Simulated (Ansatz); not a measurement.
# Phonon spectrum of ZrO$_{2}$

All numbers below come from Ansatz, DFT PBE, scalar-relativistic, plane waves, PAW. Cutoff 420 eV, 8×8×8 k-points (Γ-centred), fixed occupations. No spin polarisation. Phonons by linear response, acoustic sum rule imposed.

Relaxed structure:
```yaml
crystal:
  lattice:
    - [0.00000, 2.55792, 2.55792]
    - [2.55792, 0.00000, 2.55792]
    - [2.55792, 2.55792, 0.00000]
  atoms:
    - { symbol: Zr, position: [0.00000, 0.00000, 0.00000] }
    - { symbol: O, position: [0.75000, 0.75000, 0.75000] }
    - { symbol: O, position: [0.25000, 0.25000, 0.25000] }
```

The cell has the fluorite type, in a space group that the Crystallography Open Database lists for this formula; it was reached from a generator's guess.

Force constants from linear response on a 4×4×4 q mesh.

Question: Is the structure dynamically stable on the q mesh?

Answer: No: at q = (0.000, -0.500, -0.500) a mode is imaginary, 220i cm⁻¹.

Question: Give the frequencies (cm⁻¹) at the zone-boundary points of high symmetry (interpolated where a point lies off the q mesh).

Answer:
```
point                  q                           frequencies
    X  0.500 0.000 0.500  220i 114 114 280 280 343 535 535 663
    U  0.625 0.250 0.625  113i 109 193 252 334 342 509 546 644
    K  0.375 0.375 0.750  113i 109 193 252 334 342 509 546 644
    L  0.500 0.500 0.500   107 107 239 378 378 484 484 494 564
    W  0.500 0.250 0.750   81i 119 211 244 244 439 439 575 637
```
